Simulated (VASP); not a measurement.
Input of a VASP 6.6.1 run:

Contents of INCAR:

```
PREC = Accurate
ENCUT = 520
EDIFF = 1E-6
ISMEAR = 0
SIGMA = 0.05
LREAL = False
LASPH = True
NELM = 80
ALGO = Normal
ISIF = 2
LWAVE = False
LCHARG = False
GGA = CA
NBANDS = 16
```

KPOINTS

```
regular mesh
0
Gamma
  6 6 6
```

File POSCAR:

```
InAs
1.0
    0.0000000000      3.0142200107      3.0142200107
    3.0142200107      0.0000000000      3.0142200107
    3.0142200107      3.0142200107      0.0000000000
In As
1 1
Direct
    0.0000000000      0.0000000000      0.0000000000
    0.7500000000      0.7500000000      0.7500000000
```

Potentials or basis: VASP PAW LDA potentials, release 64 (In_d, As).

The run is started by

```console
$ cat potpaw_LDA.64/In_d/POTCAR potpaw_LDA.64/As/POTCAR > POTCAR
$ mpirun -np 1 vasp_std > vasp.out
```

(1) Predict the pressure.

(2) Estimate the band gap on the k mesh.

Answers

(1) 0.1 GPa.

(2) zero (filled and empty bands touch).

Caveat: spin-orbit coupling is left out, which moves the levels of the heavy elements.

**Experimental background.**

A printed reference work, data compilation reports, for a bulk crystal of InAs at 4.2 K: band gap 0.418 eV (direct).

Against the measured gap of InAs, 0.418 eV (direct; 4.2 K; a printed reference work, data compilation), the calculated 0.00 eV is off by -0.42 eV. Spin-orbit coupling on As, In is left out. The value is that of LDA on a finite k mesh, which can miss the band edges, without temperature or zero-point motion. Semilocal functionals fall short of measured gaps as a rule.
